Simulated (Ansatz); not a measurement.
input.yaml (Ansatz)

```yaml
crystal:
  lattice:
    - [6.5395882422, 0.0, 0.0]
    - [0.0, 6.5395882422, 0.0]
    - [0.0, 0.0, 6.5395882422]
  atoms:
    - { symbol: "Y", position: [1.0, 0.0, 1.0] }
    - { symbol: "Y", position: [0.5, 0.5, 0.5] }
    - { symbol: "Y", position: [0.25, 1.0, 0.5] }
    - { symbol: "Y", position: [0.75, 1.0, 0.5] }
    - { symbol: "Y", position: [0.5, 0.25, 1.0] }
    - { symbol: "Y", position: [0.5, 0.75, 1.0] }
    - { symbol: "Y", position: [0.0, 0.5, 0.25] }
    - { symbol: "Y", position: [0.0, 0.5, 0.75] }
hamiltonian:
  xc: revpbe
  pseudopotentials:
    kind: paw
    azcp:
      "Y": "pseudopotentials/Y.paw.azcp"
basis:
  ecutwfc: 420
  fft_grid_basis: typed
kpoints:
  mp_grid: { grid: [5, 5, 5], shift: [0, 0, 0] }
magnetization:
  spin_polarized: false
scf:
  occupations: { method: fermi_dirac, width: 0.1 }
```

and its output:

```
Engine: ansatz 0.2.0, aarch64-unknown-linux-gnu
Pseudopotentials: kind: paw
Pseudopotential: Y, paw, valence charge 11, recommended cutoff 420 eV (normal) 
Functional definition: revPBE
  parameter kappa = 1.245
  parameter beta = 0.06672455060314922
  exchange = pbe_x(kappa = kappa, mu = beta*pi^2/3)
  correlation = pbe_c(beta = beta)
Crystal: 8 atoms, lattice volume = 279.673 Å³
Basis set: ecut = 420 eV, 5449 PW (Γ)
Bands: 53, of which v1, the nominal top of the filled ones, is band 44 counted from 1 (43 counted from 0)
Symmetry: 48 space group operations
Space group: Pm-3n (ITA 223), of the structure as read, at distance tolerance 6.5e-5 Å
k-points: 10 of 125
Non-local potential: Y, projectors of the file, l = 0: 3, l = 1: 2, l = 2: 2, l = 3: 1
PAW form: soft (Blöchl's): semilocal exchange-correlation on the pseudo side does not see the compensation charge
PAW frozen core: Y, regenerated for the run's functional, and the local potential with it (the file was generated under x = pbe(κ = 0.804, μ = 0.2195149727645171), c = pbe(β = 0.06672455060314922))
PAW one-centre angular grid: Y, 590 points (default); XC on 64 Gauss nodes
Initial density: superposition of atomic densities (neutral atoms: chi_scale 0, normalization atom), corrected by the library's trained network
Initial wavefunctions: pseudopotential atomic-orbital guess
Functional: x = revpbe(κ = 1.245, μ = 0.2195149727645171), c = pbe(β = 0.06672455060314922)
SCF iter   1: F=—  HF=-30826.474655 eV  |F-HF|=—  |Δ(HF+E_count)|=         —  Δρ=4.04e-3  dr2=9.96e-2  ethr=1.77e-3  ⟨swp⟩=6.3  Hψ=2200  notcnv=0
SCF iter   2: F=—  HF=-30826.472225 eV  |F-HF|=—  |Δ(HF+E_count)|=   2.43e-3  Δρ=1.89e-3  dr2=1.23e-2  ethr=1.13e-4  ⟨swp⟩=2.0  Hψ=681  notcnv=0
SCF iter   3: F=—  HF=-30826.473887 eV  |F-HF|=—  |Δ(HF+E_count)|=   1.66e-3  Δρ=6.46e-4  dr2=1.25e-3  ethr=1.40e-5  ⟨swp⟩=2.0  Hψ=663  notcnv=0
SCF iter   4: F=—  HF=-30826.474216 eV  |F-HF|=—  |Δ(HF+E_count)|=   3.29e-4  Δρ=1.06e-4  dr2=3.06e-5  ethr=1.42e-6  ⟨swp⟩=2.2  Hψ=699  notcnv=0
SCF iter   5: F=—  HF=-30826.474085 eV  |F-HF|=—  |Δ(HF+E_count)|=   1.31e-4  Δρ=3.04e-5  dr2=2.80e-6  ethr=3.48e-8  ⟨swp⟩=2.9  Hψ=1042  notcnv=0
SCF iter   6: F=-30826.474085 eV  HF=-30826.474085 eV  |F-HF|=3.14e-8  |Δ(HF+E_count)|=   4.33e-7  Δρ=4.25e-6  dr2=3.76e-8  ethr=1.14e-10  ⟨swp⟩=2.0  Hψ=1468  notcnv=0
SCF 1 converged in 6 iterations: F = -30826.474085 eV  dr2 = 3.76e-8
SCF converged after 6 iterations
Free energy (F): -30826.474085 eV
Harris-Foulkes:  -30826.474085 eV  (|F-HF|=3.14e-8)
Internal energy: -30825.660358 eV  (E = F + TS)
E sigma→0 (E₀):  -30826.067222 eV
Entropy (-TS):   -0.813727 eV (-101.716 meV/atom)
Fermi energy:    8.807575 eV
--- Per-component energies (eV) ---
  E_band       = -1037.628369
  E_kinetic    = 2431.303195
  E_local      = -5117.769541  (includes V_loc(G=0)·N_el)
  E_nonlocal   = 395.210002
  E_hartree    = 1629.201107
  E_xc         = -1382.577037
  E_vxc        = -1583.669456  (∫ρ·V_xc dr)
  E_paw        = -22638.336594  (= ΣΔE_a)
  E_vpaw       = -421.106974  (= ΣTr[D̂ρ^β])
  E_aug_tail   = 0.000027  (compensation charges beyond the density's cutoff)
  E_ewald      = -6142.277768
  E_core_change = -0.413749  (= ΣΔE_core)
  E_smearing   = -0.813727  (= −TS)
  E_closure    = 0.000000  (closes the sum)
  Σ components = -30826.474085   (vs F -30826.474085, Δ=0.00e0)
```

Command:

```sh
ansatz run input.yaml --threads 4 --pin off --max-ram 8192MiB --backend cpu --events-out ev --progress --plain --runs-dir out
```

On 4 threads of Arm Neoverse V1 (shared host) this took about 1.9 s of wall time and 6.9 s of CPU time, with 0.66 GiB at the peak.
